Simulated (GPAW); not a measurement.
Crystal: Yb.

```
Yb
1.0
    -2.15148    2.15148    2.15148
     2.15148   -2.15148    2.15148
     2.15148    2.15148   -2.15148
Yb
1
Direct
  0.00000 0.00000 0.00000
```

This isn't the form of Yb at room conditions, which is fcc.

Base run:

* Program: GPAW 26.7.0
* Functional: LDA
* Potentials or basis: the program's PAW data sets (release 1.2.1) made for this functional
* Cutoff: 800 eV
* Basis: pw
* k mesh: 9 × 9 × 9
* Occupations: fermi-dirac, width 0.05 eV
* Spin: collinear spin, ferromagnetic start
* Starting moments: [1.0] μB
* Hubbard terms: Yb f U = 5 eV

Its results: band gap on the k mesh none (metal or under the smearing width); pressure -2.4 GPa; net moment 0.00 μB per cell.

Q: After a change of settings the same cell gave: band gap on the k mesh none (metal or under the smearing width); pressure -1.6 GPa; net moment 0.00 μB per cell. Which change was it?
A. hubbard terms from Yb f U = 5 eV to Yb f U = 1 eV
B. hubbard terms from Yb f U = 5 eV to Yb f U = 8 eV
C. hubbard terms from Yb f U = 5 eV to none

A: B.

Caveats: one-centre terms of the f shell are cut off; spin-orbit coupling is left out, which moves the levels of the heavy elements.
